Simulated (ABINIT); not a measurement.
# SiC (Moissanite) (P6_3mc) in ABINIT: single point with PBE0

Aim: the single point of SiC (Moissanite) with PBE0.

All numbers are computed with ABINIT 10.8.3 (patched build); they aren't measurements. Logs are shortened: lines on timing, memory, paths and dates and some standing lists are left out, and cuts for length are marked. The log counts tension as positive stress, the text compression.

## Step 1: The structure

The structure is hexagonal, space group P6_3mc (No. 186). Conventional cell: a = 3.076 Å, b = 3.076 Å, c = 5.048 Å, α = 90.00°, β = 90.00°, γ = 120.00°. Si (site symmetry 3m) is surrounded by 4 C at 1.87 to 1.94 Å. C (site symmetry 3m) has 4 Si at 1.87 to 1.94 Å as nearest neighbours.

## Step 2: Single point, PBE0

The input, run.abi:

```
# Pseudopotentials
pp_dirpath "./"
pseudos "Si_ONCV_PBE-1.2.upf, C_ONCV_PBE-1.2.upf"

# Structure
acell 3*1.0
rprim
     5.8127975593     0.0000000000     0.0000000000
    -2.9063987797     5.0340303534     0.0000000000
     0.0000000000     0.0000000000     9.5393374771
ntypat 2
znucl 14 6
natom 4
typat 1 1 2 2
xcart
     2.9063987800     1.6780101176     4.7696687386
    -0.0000000003     3.3560202358     0.0000000000
     2.9063987800     1.6780101176     8.4423136672
    -0.0000000003     3.3560202358     3.6726449287

# Plane-wave basis
ecut 30.0

# k points
kptopt 1
ngkpt 8 8 4
nshiftk 1
shiftk 0.0 0.0 0.0

# Exchange and correlation
ixc 41

# Bands and occupations
nband 10
occopt 1

# SCF cycle
nstep 60
diemac 6.0
toldfe 1.0e-7

# Output
iomode 3
prtwf 0
prtden 0
prteig 0
prtebands 0
enunit 1
```

Potentials or basis: SG15 NC PBE v1.2.

Started as:

```
$ mpirun --bind-to none -np 8 abinit run.abi > log 2>&1
```

run.abo:

```text
.Version 10.8.3 of ABINIT
 Symmetries : space group P6_3 m c (#186); Bravais hP (primitive hexag.)
================================================================================
 Values of the parameters that define the memory need of the present run
     intxc =       0    ionmov =       0      iscf =       7    lmnmax =       4
     lnmax =       4     mgfft =      48  mpssoang =       2    mqgrid =    3001
     natom =       4  nloc_mem =       1    nspden =       1   nspinor =       1
    nsppol =       1      nsym =      12    n1xccc =       0    ntypat =       2
    occopt =       1   xclevel =       2
       mpw =        2207          nfft =       43200          nkpt =          30
================================================================================
================================================================================

--------------------------------------------------------------------------------
------------- Echo of variables that govern the present computation ------------
--------------------------------------------------------------------------------
 -outvars: echo values of preprocessed input variables --------
            acell      1.0000000000E+00  1.0000000000E+00  1.0000000000E+00 Bohr
              amu      2.80855000E+01  1.20110000E+01
           diemac      6.00000000E+00
             ecut      3.00000000E+01 Hartree
           enunit           1
              ixc          41
                       outvar_i_n : Printing only first  50 k-points.
         kptrlatt        8    0    0      0    8    0      0    0    4
          kptrlen      3.81573499E+01
            natom           4
            nband          10
          nbandhf           8
            ngfft          30      30      48
             nkpt          30
           nkpthf         256
            nstep          60
             nsym          12
           ntypat           2
           prtden           0
        prtebands           0
           prteig           0
            prtwf           0
            rprim      5.8127975593E+00  0.0000000000E+00  0.0000000000E+00
                      -2.9063987797E+00  5.0340303534E+00  0.0000000000E+00
                       0.0000000000E+00  0.0000000000E+00  9.5393374771E+00
          spgroup         186
           toldfe      1.00000000E-07 Hartree
            typat      1  1  2  2
          usefock           1
           xangst      1.5379999990E+00  8.8796471340E-01  2.5239999983E+00
                       8.8196240839E-12  1.7759294268E+00  0.0000000000E+00
                       1.5379999990E+00  8.8796471340E-01  4.4674799969E+00
                       8.8196240839E-12  1.7759294268E+00  1.9434799987E+00
            xcart      2.9063987797E+00  1.6780101178E+00  4.7696687386E+00
                       1.6666674052E-11  3.3560202356E+00  0.0000000000E+00
                       2.9063987797E+00  1.6780101178E+00  8.4423136672E+00
                       1.6666674052E-11  3.3560202356E+00  3.6726449287E+00
             xred      6.6666666668E-01  3.3333333333E-01  5.0000000000E-01
                       3.3333333334E-01  6.6666666667E-01  0.0000000000E+00
                       6.6666666668E-01  3.3333333333E-01  8.8500000000E-01
                       3.3333333334E-01  6.6666666667E-01  3.8500000000E-01
            znucl       14.00000    6.00000

================================================================================

 chkinp: Checking input parameters for consistency.

================================================================================
== DATASET  1 ==================================================================

--- !DatasetInfo
iteration_state: {dtset: 1, }
dimensions: {natom: 4, nkpt: 30, mband: 10, nsppol: 1, nspinor: 1, nspden: 1, mpw: 2207, }
cutoff_energies: {ecut:  30.0, pawecutdg:  -1.0, }
electrons: {nelect:   1.60000000E+01, charge:   0.00000000E+00, occopt:   1.00000000E+00, tsmear:   1.00000000E-02, }
meta: {optdriver: 0, ionmov: 0, optcell: 0, iscf: 7, paral_kgb: 0, }
...

 Exchange-correlation functional for the present dataset will be:
  PBE0 with alpha=0.25

 Real(R)+Recip(G) space primitive vectors, cartesian coordinates (Bohr,Bohr^-1):
 R(1)=  5.8127976  0.0000000  0.0000000  G(1)=  0.1720342  0.0993240  0.0000000
 R(2)= -2.9063988  5.0340304  0.0000000  G(2)=  0.0000000  0.1986480  0.0000000
 R(3)=  0.0000000  0.0000000  9.5393375  G(3)=  0.0000000  0.0000000  0.1048291
 Unit cell volume ucvol=  2.7913818E+02 bohr^3
 Angles (23,13,12)=  9.00000000E+01  9.00000000E+01  1.20000000E+02 degrees

 getcut: wavevector=  0.0000  0.0000  0.0000  ngfft=  30  30  48
         ecut(hartree)=     30.000   => boxcut(ratio)=   2.04079

--- Pseudopotential description ------------------------------------------------
- pspini: atom type   1  psp file is ./Si_ONCV_PBE-1.2.upf
12 -101130 1 -1 602                           pspcod,pspxc,lmax,lloc,mmax
     nproj     2     2

- pspini: atom type   2  psp file is ./C_ONCV_PBE-1.2.upf
12 -101130 1 -1 602                           pspcod,pspxc,lmax,lloc,mmax
     nproj     2     2

  -6.99558750E+01                                ecore*ucvol(ha*bohr**3)
--------------------------------------------------------------------------------

================================================================================

--- !BeginCycle
iteration_state: {dtset: 1, }
solver: {iscf: 7, nstep: 60, nline: 4, wfoptalg: 0, }
tolerances: {toldfe: 1.00E-07, }
...

     iter   Etot(hartree)      deltaE(h)  residm     vres2
 ETOT  1  -17.683517515125    -1.768E+01 3.920E-02 2.551E+02
 ETOT  2  -19.313343811676    -1.630E+00 7.322E-03 8.116E+00
 ETOT  3  -19.322363509652    -9.020E-03 2.784E-03 4.789E-01
 ETOT  4  -19.322453507779    -9.000E-05 6.803E-04 2.862E-01
 ETOT  5  -19.322568629769    -1.151E-04 2.116E-04 1.823E-03
 ETOT  6  -19.322576460084    -7.830E-06 1.855E-04 1.032E-04
 ETOT  7  -19.322576569720    -1.096E-07 8.982E-05 1.732E-06
 ETOT  8  -19.322576565302     4.419E-09 5.197E-05 2.027E-06
 ETOT  9  -19.322576564486     8.157E-10 2.745E-05 7.661E-08

 At SCF step    9, etot is converged :
  for the second time, diff in etot=  8.157E-10 < toldfe=  1.000E-07

 Cartesian components of stress tensor (hartree/bohr^3)
  sigma(1 1)=  3.03642426E-06  sigma(3 2)=  0.00000000E+00
  sigma(2 2)=  3.03642426E-06  sigma(3 1)=  0.00000000E+00
  sigma(3 3)=  1.75421673E-04  sigma(2 1)= -8.88709759E-15

--- !ResultsGS
iteration_state: {dtset: 1, }
comment   : Summary of ground state results
lattice_vectors:
- [  5.8127976,   0.0000000,   0.0000000, ]
- [ -2.9063988,   5.0340304,   0.0000000, ]
- [  0.0000000,   0.0000000,   9.5393375, ]
lattice_lengths: [   5.81280,    5.81280,    9.53934, ]
lattice_angles: [ 90.000,  90.000, 120.000, ] # degrees, (23, 13, 12)
lattice_volume:   2.7913818E+02
convergence: {deltae:  8.157E-10, res2:  7.661E-08, residm:  2.745E-05, diffor: null, }
etotal    :  -1.93225766E+01
entropy   :   0.00000000E+00
fermie    :   3.39614273E-01
cartesian_stress_tensor: # hartree/bohr^3
- [  3.03642426E-06,  -8.88709759E-15,   0.00000000E+00, ]
- [ -8.88709759E-15,   3.03642426E-06,   0.00000000E+00, ]
- [  0.00000000E+00,   0.00000000E+00,   1.75421673E-04, ]
pressure_GPa:  -1.7799E+00
xred      :
- [  6.6667E-01,   3.3333E-01,   5.0000E-01, Si]
- [  3.3333E-01,   6.6667E-01,   0.0000E+00, Si]
- [  6.6667E-01,   3.3333E-01,   8.8500E-01,  C]
- [  3.3333E-01,   6.6667E-01,   3.8500E-01,  C]
cartesian_forces: # hartree/bohr
- [  1.15806769E-29,  -2.20641529E-28,   1.50521316E-02, ]
- [ -3.47420308E-29,  -8.69193902E-29,   1.50521316E-02, ]
- [  1.15806769E-29,   3.67735882E-28,  -1.50521316E-02, ]
- [  1.15806769E-29,  -6.01749625E-29,  -1.50521316E-02, ]
force_length_stats: {min:   1.50521316E-02, max:   1.50521316E-02, mean:   1.50521316E-02, }
...

 Integrated electronic density in atomic spheres:
 ------------------------------------------------
 Atom  Sphere_radius  Integrated_density
    1        2.00000          1.94164890
    2        2.00000          1.94164890
    3        2.00000          4.26040981
    4        2.00000          4.26040981
================================================================================

 ----iterations are completed or convergence reached----

 Mean square residual over all n,k,spin=   11.548E-08; max=  27.449E-06
 reduced coordinates (array xred) for    4 atoms
       0.666666666675      0.333333333333      0.500000000000
       0.333333333342      0.666666666667      0.000000000000
       0.666666666675      0.333333333333      0.884999999996
       0.333333333342      0.666666666667      0.384999999996
 rms dE/dt=  8.2900E-02; max dE/dt=  1.4367E-01; dE/dt below (all hartree)
    1       0.000000000000      0.000000000000     -0.143506887973
    2       0.000000000000      0.000000000000     -0.143506887973
    3       0.000000000000     -0.000000000000      0.143667837806
    4       0.000000000000      0.000000000000      0.143667837806

 cartesian coordinates (angstrom) at end:
    1      1.53799999896131     0.88796471340201     2.52399999828481
    2      0.00000000000882     1.77592942680403     0.00000000000000
    3      1.53799999896131     0.88796471340201     4.46747999694638
    4      0.00000000000882     1.77592942680403     1.94347999866157

 cartesian forces (hartree/bohr) at end:
    1      0.00000000000000    -0.00000000000000     0.01505213157979
    2     -0.00000000000000    -0.00000000000000     0.01505213157979
    3      0.00000000000000     0.00000000000000    -0.01505213157979
    4      0.00000000000000    -0.00000000000000    -0.01505213157979
 frms,max,avg= 8.6903522E-03 1.5052132E-02   0.000E+00  0.000E+00 -8.436E-06 h/b

 cartesian forces (eV/Angstrom) at end:
    1      0.00000000000000    -0.00000000000000     0.77401172628364
    2     -0.00000000000000    -0.00000000000000     0.77401172628364
    3      0.00000000000000     0.00000000000000    -0.77401172628364
    4      0.00000000000000    -0.00000000000000    -0.77401172628364
 frms,max,avg= 4.4687588E-01 7.7401173E-01   0.000E+00  0.000E+00 -4.338E-04 e/A
 length scales=  1.000000000000  1.000000000000  1.000000000000 bohr
              =  0.529177210544  0.529177210544  0.529177210544 angstroms
 Fermi (or HOMO) energy (eV) =   9.24138   Average Vxc (eV)=  -8.60662
 Eigenvalues (   eV  ) for nkpt=  30  k points:
 kpt#   1, nband= 10, wtk=  0.00391, kpt=  0.0000  0.0000  0.0000 (reduced coord)
  -8.13038   -4.36015   -0.32034    7.51331    7.51331    8.92029    8.92029    9.24138
  15.75015   17.25074
 prteigrs : prtvol=0 or 1, do not print more k-points.

--- !EnergyTerms
iteration_state     : {dtset: 1, }
comment             : Components of total free energy in Hartree
kinetic             :  1.17378148122055E+01
hartree             :  2.38632781207119E+00
xc                  : -4.74013195471018E+00
Ewald energy        : -2.08945946025903E+01
psp_core            : -2.50613782577024E-01
local_psp           : -8.20540702091995E+00
non_local_psp+x     :  6.44028172034858E-01
total_energy        : -1.93225765644859E+01
...

--- !EnergyTermsDC
iteration_state     : {dtset: 1, }
comment             : '"Double-counting" decomposition of free energy'
band_energy         :  1.41224362817009E+00
Ewald energy        : -2.08945946025903E+01
psp_core            : -2.50613782577024E-01
xc_dc               :  4.10372531032585E-01
total_energy_dc     : -1.93225922259647E+01
...

 Cartesian components of stress tensor (hartree/bohr^3)
  sigma(1 1)=  3.03642426E-06  sigma(3 2)=  0.00000000E+00
  sigma(2 2)=  3.03642426E-06  sigma(3 1)=  0.00000000E+00
  sigma(3 3)=  1.75421673E-04  sigma(2 1)= -8.88709759E-15

-Cartesian components of stress tensor (GPa)         [Pressure= -1.7799E+00 GPa]
- sigma(1 1)=  8.93346861E-02  sigma(3 2)=  0.00000000E+00
- sigma(2 2)=  8.93346860E-02  sigma(3 1)=  0.00000000E+00
- sigma(3 3)=  5.16108382E+00  sigma(2 1)= -2.61467438E-10

== END DATASET(S) ==============================================================
================================================================================

 -outvars: echo values of variables after computation  --------
            acell      1.0000000000E+00  1.0000000000E+00  1.0000000000E+00 Bohr
           etotal     -1.9322576564E+01
            fcart      1.1580676927E-29 -2.2064152907E-28  1.5052131580E-02
                      -3.4742030782E-29 -8.6919390239E-29  1.5052131580E-02
                       1.1580676927E-29  3.6773588178E-28 -1.5052131580E-02
                       1.1580676927E-29 -6.0174962473E-29 -1.5052131580E-02
            rprim      5.8127975593E+00  0.0000000000E+00  0.0000000000E+00
                      -2.9063987797E+00  5.0340303534E+00  0.0000000000E+00
                       0.0000000000E+00  0.0000000000E+00  9.5393374771E+00
           strten      3.0364242638E-06  3.0364242602E-06  1.7542167346E-04
                       0.0000000000E+00  0.0000000000E+00 -8.8870975948E-15
           xangst      1.5379999990E+00  8.8796471340E-01  2.5239999983E+00
                       8.8196240839E-12  1.7759294268E+00  0.0000000000E+00
                       1.5379999990E+00  8.8796471340E-01  4.4674799969E+00
                       8.8196240839E-12  1.7759294268E+00  1.9434799987E+00
             xred      6.6666666668E-01  3.3333333333E-01  5.0000000000E-01
                       3.3333333334E-01  6.6666666667E-01  0.0000000000E+00
                       6.6666666668E-01  3.3333333333E-01  8.8500000000E-01
                       3.3333333334E-01  6.6666666667E-01  3.8500000000E-01
 Calculation completed.
```

It took 43 min on 8 MPI ranks of Arm Neoverse V1, shared host; peak memory 1.2 GiB.

What came out:

| Quantity | Value |
| --- | --- |
| Free energy | -525.7941 eV |
| Largest force | 0.774 eV/Å |
| Band gap on the k mesh | 4.20 eV, indirect (least direct gap 5.92 eV) |
| Valence electrons inside the program's atomic spheres | Si 1.94; C 4.26 |

Forces in eV/Å, atoms in the order of the input:
```
Si   0.000  0.000  0.774
Si   0.000  0.000  0.774
C    0.000  0.000 -0.774
C    0.000  0.000 -0.774
```

Caveat: the cutoff is too short for stress, so the log's stress isn't used; the potentials were made for another functional, which shifts forces and pressure.
